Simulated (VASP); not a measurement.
**PbF2 (Fluorocronite): relaxation of cell and atoms with PBE**

PbF2 (Fluorocronite):

```
CELL_PARAMETERS angstrom
0.00000 2.96366 2.96366
2.96366 0.00000 2.96366
2.96366 2.96366 0.00000
ATOMIC_POSITIONS crystal
Pb 0.00000 0.00000 0.00000
F 0.25000 0.25000 0.25000
F 0.75000 0.75000 0.75000
```

```json
{"Program": "VASP 6.6.1", "Task": "relaxation of cell and atoms", "Functional": "PBE", "Potentials or basis": "VASP PAW PBE potentials, release 64 (Pb_d, F)", "Cutoff": "600 eV", "k mesh": "8 × 8 × 8", "Occupations": "gaussian, width 0.03 eV", "Spin": "no spin polarisation", "Further INCAR settings": "ALGO = Normal; EDIFF = 1e-06; IBRION = 2; EDIFFG = -0.01; NSW = 90; ISIF = 3"}
```

```
Relaxed volume                         : 17.95 Å³/atom
Relaxed cell                           : a = 4.239 Å, b = 4.239 Å, c = 4.239 Å, α = 60.00°, β = 60.00°, γ = 60.00°
Space group after relaxing (to 0.05 Å) : Fm-3m (No. 225)
Energy gained by relaxing              : 4.4 meV/atom
Ionic steps                            : 3
Pressure after relaxing                : 0.0 GPa
Band gap on the k mesh                 : 4.42 eV, indirect (least direct gap 4.56 eV)
```

Step by step:
```csv
step,energy change (eV),largest force (eV/Å),pressure (GPa),volume (Å³)
1,0.0000,0.0000,2.44,52.06
2,-0.0129,0.0000,-0.29,54.08
3,-0.0131,0.0000,0.01,53.84
```

Final structure:
```yaml
crystal:
  lattice:
    - [0.00000, 2.99707, 2.99707]
    - [2.99707, 0.00000, 2.99707]
    - [2.99707, 2.99707, 0.00000]
  atoms:
    - { symbol: Pb, position: [0.00000, 0.00000, 0.00000] }
    - { symbol: F, position: [0.25000, 0.25000, 0.25000] }
    - { symbol: F, position: [0.75000, 0.75000, 0.75000] }
```

Levels at points of the mesh, in eV from the valence-band top:
```csv
k point,band 11,band 12,band 13,band 14,band 15,band 16,band 17,band 18
"(0.00, 0.00, 0.00)",-2.26,-1.77,-1.77,-1.77,6.74,6.74,6.74,10.55
"(0.50, 0.00, 0.00)",-2.44,-1.94,-1.94,-0.01,5.03,7.56,7.56,13.17
"(0.50, 0.50, 0.00)",-1.37,-1.37,-1.37,-0.14,4.42,7.78,7.78,9.03
```

Run time: 92 s on 1 thread of AMD EPYC 7R13 Processor (Zen 3), on a shared host, peak memory 0.19 GiB.

Caveat: spin-orbit coupling is left out, which as a rule narrows the gap of such compounds by several tenths of an eV. PBE usually gives volumes a little too large and moduli too small.
